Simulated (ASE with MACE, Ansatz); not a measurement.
# GeCl4 on hydroxylated HfO2(111): reaction energies

Which steps of the reaction of GeCl4 with hydroxylated HfO2(111) release energy, and how far does that hang on the level of theory?

Calculated with Ansatz 0.2.0: Kohn-Sham DFT, PBE+D3(BJ), PAW (set soft_2), plane waves; cutoff 420 eV, fermi-dirac smearing of 0.025 eV (for the slabs). Every cell is relaxed with this functional, then solved at fixed geometry with r2SCAN+D4, PBE+D3(BJ) on a denser mesh, PBE and RPBE+D3(BJ). Cutoffs: 420 eV for PBE+D3(BJ), PBE and RPBE+D3(BJ); 500 eV for r2SCAN+D4.

**The cells**

The cell holds 63 atoms: 18 Hf, 39 O and 6 H. Cell: a = 10.776 Å, b = 10.776 Å, c = 22.312 Å, α = 90.0°, β = 90.0°, γ = 120.0°. It derives from HfO2 (hydroxylated HfO2(111)). The starting structure: Fluorite-type HfO2(111), 3 x 3 cells, two O-Hf-O trilayers, three waters split on the upper face (lattice constants typed as starting values near PBE's), about 15 Å of vacuum, lower atoms held. Vacuum lies along c. 27 atoms are held.

- GeCl4 on hydroxylated HfO2(111): one whole molecule of GeCl4 lowered over an O-H group, eased by MACE.
- GeCl4 after losing HCl on hydroxylated HfO2(111): the H of one O-H group replaced by the Ge fragment of GeCl4 less one ligand, eased by MACE.
- GeCl4 fragment with one ligand changed to OH on hydroxylated HfO2(111): the bound fragment with one more ligand replaced by OH, eased by MACE.

Molecules sit alone in boxes of 12 to 15 Å, at Γ at every level, with a smearing of 0.01 eV.

The input of the single point on the relaxed bare surface:

```yaml
crystal:
  lattice:
    - [10.77631, 0.0, 0.0]
    - [-5.38815, 9.33256, 0.0]
    - [0.0, 0.0, 22.31226]
  atoms:
    - { symbol: Hf, position: [0.99101, 0.00266, 0.07846] }
    - { symbol: O, position: [0.00868, 0.01293, 0.17072] }
    - { symbol: Hf, position: [0.23636, 0.12787, 0.20299] }
    - { symbol: O, position: [0.23657, 0.1102, 0.10504] }
    [... 57 atom lines left out ...]
    - { symbol: H, position: [0.55061, 0.86398, 0.32837] }
    - { symbol: H, position: [0.76186, 0.92225, 0.29261] }
kpoints:
  mp_grid: { grid: [1, 1, 1] }
hamiltonian:
  xc: pbe
  dispersion: d3bj
scf:
  occupations: { method: fermi_dirac, width: 0.025 }
output:
  forces: true
  populations: true
  dos:
    method: { smearing: { sigma: 0.08 } }
    de: 0.1
    projected:
      site_lists:
        H: [H]
        Hf: [Hf]
        O: [O]
        slab: [... 63 sites ...]
  eigenvalues: true
  write_density: true
  write_potential: true
  volumetric_format: npy
```

| cell | formula | k-mesh | relaxation steps | gain on relaxing (eV) | free energy, PBE+D3(BJ) (eV) | Kohn-Sham gap (eV) | time of its runs on this page |
| --- | --- | --- | --- | --- | --- | --- | --- |
| hydroxylated HfO2(111) | Hf18H6O39 | 1×1×1 | 9 | 0.09 | -305305.346 | 4.23 | 4.6 min |
| GeCl4 on hydroxylated HfO2(111) | Hf18GeH6Cl4O39 | 1×1×1 | 28 | 0.23 | -313923.634 | 2.89 | 8.6 min |
| GeCl4 after losing HCl on hydroxylated HfO2(111) | Hf18GeH5Cl3O39 | 1×1×1 | 10 | 0.23 | -312827.053 | 3.76 | 4.9 min |
| GeCl4 fragment with one ligand changed to OH on hydroxylated HfO2(111) | Hf18GeH6Cl2O40 | 1×1×1 | 13 | 0.20 | -312329.709 | 4.02 | 5.5 min |
| GeCl4 | GeCl4 | 1×1×1 | 4 | 0.01 | -8617.808 | 4.44 | 27 s |
| H2O | H2O | 1×1×1 | 4 | 0.15 | -599.231 | 6.23 | 16 s |
| HCl | HCl | 1×1×1 | 4 | 0.03 | -1096.239 | 6.80 | 16 s |

The gap is that between the highest filled and lowest empty Kohn-Sham level; a dash marks none computed or no clear gap. Times come from shared hosts and are rough.

**Reaction energies**

Products less reactants, from the free energies above and their like at the other levels, in eV; negative values release energy:

```
                                                 change  PBE+D3(BJ)  r2SCAN+D4  PBE+D3(BJ), denser mesh    PBE  RPBE+D3(BJ)
                                    adsorption of GeCl4       -0.48      -0.40                    -0.48  -0.01        -0.56
ligand exchange: surface + GeCl4 → bound fragment + HCl       -0.14      -0.12                    -0.14   0.25        -0.16
      co-reactant step: bound fragment + H2O → OH + HCl        0.34       0.29                     0.34   0.27         0.51
```

Worked for the first row at PBE+D3(BJ): (-313923.634) − (-305305.346) − (-8617.808) = -0.480 eV (from unrounded energies).

**What the relaxations did**

Bonds are pairs closer than 1.18 times the sum of covalent radii, pairs of two metal atoms left out; a bond counts as made or broken only if it crosses from under that bound to over 1.3 times, or back. All concern the added atoms.

| cell | bonds to the surface at the end | nearest contact (Å) | made in DFT | broken in DFT | largest move (Å) |
| --- | --- | --- | --- | --- | --- |
| GeCl4 on hydroxylated HfO2(111) | none | Cl–H 2.52 | none | none | 2.81 |
| GeCl4 after losing HCl on hydroxylated HfO2(111) | 1 Ge–O | Ge–O 1.73 | none | none | 1.24 |
| GeCl4 fragment with one ligand changed to OH on hydroxylated HfO2(111) | 1 Ge–O | Ge–O 1.72 | none | none | 1.28 |

**Findings**

Row 1 releases 0.48 eV at PBE+D3(BJ). The molecule stays whole, with no bond to the surface by this rule. At the same geometries the levels give -0.56 (RPBE+D3(BJ)) to -0.01 eV (PBE), the denser mesh leaves it within 0.01 eV and the D3 term supplies -0.47 eV of it. Row 2 releases 0.14 eV at PBE+D3(BJ). At the same geometries the levels give -0.16 (RPBE+D3(BJ)) to 0.25 eV (PBE), so its sign hangs on the dispersion term, the denser mesh leaves it within 0.01 eV and the D3 term supplies -0.38 eV of it. Row 3 costs 0.34 eV at PBE+D3(BJ). At the same geometries the levels give 0.27 (PBE) to 0.51 eV (RPBE+D3(BJ)), the denser mesh leaves it within 0.01 eV and the D3 term supplies +0.06 eV of it. Counted from the adsorbed state, the exchange costs 0.34 eV, with the by-product taken away as gas.

Limits: These are static energies with no barriers, zero-point energy or heat. Where a gas molecule is taken up, its entropy is lost, which at room temperature and above is worth several tenths of an eV to over 1 eV a molecule and isn't counted. All slabs, the starting one too, were first eased by a machine-learned potential, and one starting arrangement a cell was relaxed; others may lie lower. Only one face is changed, and the cells carry no dipole correction. Levels with D3 or D4 differ in the size of their dispersion terms as well as in the functional. Spin–orbit coupling is left out, which matters for the levels of the heavy elements. In some runs the program notes that the exchange-correlation potential is rough where the density is thin.

[Logs are printed without paths, hosts, clocks, repeated set-up lines and the standing remarks that a program may print on its own settings, such as how far it seeks lower states.]

[Hosts, paths, dates, database ids (printed as entryN), source tags and the programs' standing remarks are cut or masked in the printed files.]
